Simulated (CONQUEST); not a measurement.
Pd under changes of volume

One of the cells (14.750 Å³/atom); the others are scaled copies at fixed shape and fractional positions:

```
Pd
1.0
     2.75277    0.00000    0.00000
     0.00000    2.75277    0.00000
     0.00000    0.00000    3.89300
Pd
2
Direct
  0.00000 0.00000 0.00000
  0.50000 0.50000 0.50000
```

```yaml
Program: CONQUEST 1.3
Functional: PBE
Potentials_or_basis: PseudoDojo NC PBE, SZ, grid of 32 × 32 × 40 points
k_mesh: 10 × 10 × 7
Occupations: fermi-dirac, width 0.05 eV
Spin: no spin polarisation
```

```csv
volume (Å³/atom),energy over the lowest point (meV/atom),pressure (GPa)
13.865,?,?
14.160,223.38,37.6
14.455,159.96,31.8
14.750,106.94,26.4
15.045,63.18,21.6
15.340,27.86,17.3
15.635,0.00,13.5
```

**Question.** What does the run at 13.865 Å³/atom give?

**Answer.** Energy over the lowest point 298.40 meV/atom; pressure 44.4 GPa.

Worked out: A Birch-Murnaghan fit of order 3 (a polynomial in V^(-2/3)) to the other rows has no minimum within the range. It gives 298.38 meV/atom at 13.865 Å³/atom, against the run's 298.40, and -dE/dV = 44.1 GPa, against 44.4.

Energies are extrapolated to zero smearing.

Caveats: the atomic basis is small; the basis of atomic orbitals isn't converged, which shifts pressures, moduli and gaps; the real-space grid breaks the cell's symmetry a little (some runs).
